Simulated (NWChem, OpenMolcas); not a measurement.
C3H6O (SMILES CC(C)=O): methods side by side

The species is C3H6O (10 atoms), meant as a singlet with charge 0. SMILES: `CC(C)=O`. Geometry: relaxed at PBE0-D4/def2-TZVP.

Each level gives the dipole moment (D). The values are calculated.

**The experiment to reproduce.** NIST CCCBDB gives the dipole moment of the gas as 2.88 D.

```csv
level,kind,program,value (D),computed − measured,CPU time
BLYP/cc-pVDZ,GGA,OpenMolcas,2.54,-0.34,46 s
revPBE/cc-pVDZ,GGA,OpenMolcas,2.55,-0.33,47 s
r2SCAN/cc-pVDZ,meta-GGA,OpenMolcas,2.75,-0.13,68 s
BHLYP/cc-pVDZ,global hybrid,OpenMolcas,2.90,+0.02,56 s
M06-2X/cc-pVDZ,hybrid meta-GGA,NWChem,2.77,-0.11,71 s
PBE0/cc-pVDZ,global hybrid,NWChem,2.76,-0.12,40 s
CAM-B3LYP/cc-pVDZ,range-separated hybrid,NWChem,2.76,-0.12,78 s
wB97X/cc-pVDZ,range-separated hybrid,NWChem,2.78,-0.10,1.9 min
```

Nearest: BHLYP/cc-pVDZ (+0.02 D); farthest: BLYP/cc-pVDZ (-0.34 D). The measured dipole is a vibrational average, so differences of a few hundredths of a debye mean little. Computed less measured by kind, in D (cc-pVDZ rows): GGA -0.34 to -0.33; meta-GGA -0.13; global hybrid -0.12 to +0.02; range-separated hybrid -0.12 to -0.10. Times are those of the runs behind each value, whatever else they computed, on shared processors of several kinds: orders of magnitude only.
